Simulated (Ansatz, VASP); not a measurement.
Na2H: VASP beside Ansatz

```
CELL_PARAMETERS angstrom
3.36638 0.00000 0.00000
0.00000 3.36638 0.00000
0.00000 0.00000 5.70939
ATOMIC_POSITIONS crystal
Na 0.00000 0.00000 0.01381
Na 0.50000 0.50000 0.50814
H 0.00000 0.00000 0.47804
```

Change from the starting cell: the structure that the rattled cell fell into.

Alike in both runs: task single point; functional PBE; k mesh 6 × 6 × 4; occupations gaussian, width 0.1 eV; no spin polarisation.

|  | VASP | Ansatz |
| --- | --- | --- |
| version | VASP 6.6.1 | Ansatz 0.2.0 |
| potentials or method | VASP PAW PBE potentials, release 64 (Na_pv, H) | scalar-relativistic, plane waves, PAW |
| plane-wave cutoff (eV) | 520 | 420 |
| valence electrons in the cell | 15 | 19 |

|  | VASP | Ansatz | Ansatz less VASP |
| --- | --- | --- | --- |
| gap on the k mesh at the Fermi level (eV) | none | none | - |
| pressure (GPa) | 0.2 | 0.2 | +0.01 |
| largest component of the traceless stress (GPa) | 0.57 | 0.58 | +0.009 |
| rms of the force components (eV/Å) | 0.019 | 0.019 | 0.0000 |

Atom by atom the forces differ by 0.000 eV/Å (rms over components). A gap of «none» marks a metal or a gap that the smearing closes. The functional is the same, so the differences come from potentials, cutoffs and numerics. The two sets of potentials don't hold the same shells in valence.
